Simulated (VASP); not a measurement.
Set up this calculation in VASP 6.6.1, as the native input.

- Task: relaxation of cell and atoms
- Functional: PBEsol
- Potentials or basis: VASP PAW PBE potentials, release 64 (Al, N)
- Cutoff: 600 eV
- k mesh: 12 × 12 × 5
- Occupations: gaussian, width 0.03 eV
- Spin: no spin polarisation
- Further INCAR settings: ALGO = Normal; EDIFF = 1e-06; IBRION = 2; EDIFFG = -0.01; NSW = 90; ISIF = 3

The structure of AlN lies in POSCAR:

```
AlN
1.0
    3.0972944900      0.0000000000      0.0000000000
   -1.5486472500      2.6823357100      0.0000000000
    0.0000000000      0.0000000000      5.0316425600
Al N
2 2
Direct
    0.3333333300      0.6666666700      0.0000000000
    0.6666666700      0.3333333300      0.5000000000
    0.3333333300      0.6666666700      0.3750000000
    0.6666666700      0.3333333300      0.8750000000
```

The cell was built by a generator and needn't be a form met in nature.

The input as run:

INCAR

```
SYSTEM = AlN
PREC     = Accurate       ! precision mode
ENCUT    = 600            ! plane-wave cutoff, eV
EDIFF    = 1E-6           ! SCF threshold, eV
ISMEAR   = 0              ! smearing method
SIGMA    = 0.03           ! smearing width, eV
LREAL    = .False.        ! projectors in reciprocal space
LASPH    = .True.         ! aspherical terms in the spheres
NELM     = 80             ! most SCF steps
ALGO     = Normal         ! electronic algorithm
ISIF     = 3              ! what is computed and relaxed
LWAVE    = .False.        ! write WAVECAR
LCHARG   = .False.        ! write CHGCAR
GGA      = PS             ! functional
IBRION   = 2              ! ionic algorithm
NSW      = 90             ! ionic steps
EDIFFG   = -0.01          ! ionic threshold
KPAR     = 4
```

KPOINTS

```
Automatic mesh
0
Gamma
  12 12 5
  0 0 0
```

Potentials or basis: VASP PAW PBE potentials, release 64 (Al, N).

The run is started by

```sh
$ cat potpaw_PBE.64/Al/POTCAR potpaw_PBE.64/N/POTCAR > POTCAR
$ mpirun -np 4 vasp_std > vasp.out
```

Results of the run:

```yaml
Relaxed_volume: 10.46 Å³/atom
Relaxed_cell: a = 3.114 Å, b = 3.114 Å, c = 4.983 Å, α = 90.00°, β = 90.00°, γ = 120.00°
Space_group_after_relaxing_to_0.05_Å: P6_3mc (No. 186)
Energy_gained_by_relaxing: 2.8 meV/atom
Ionic_steps: 5
Pressure_after_relaxing: -0.1 GPa
Largest_force_after_relaxing: 0.008 eV/Å
Band_gap_on_the_k_mesh: 4.12 eV, direct
```

Caveat: the PAW data sets were made with another functional, which shifts forces and pressure a little; an odd mesh through Γ misses points on the zone boundary, where band edges often lie.

Wall time 31 s on 4 MPI ranks on Intel(R) Xeon(R) Platinum 8488C (Sapphire Rapids), on a shared host, peak memory 0.18 GiB a rank.
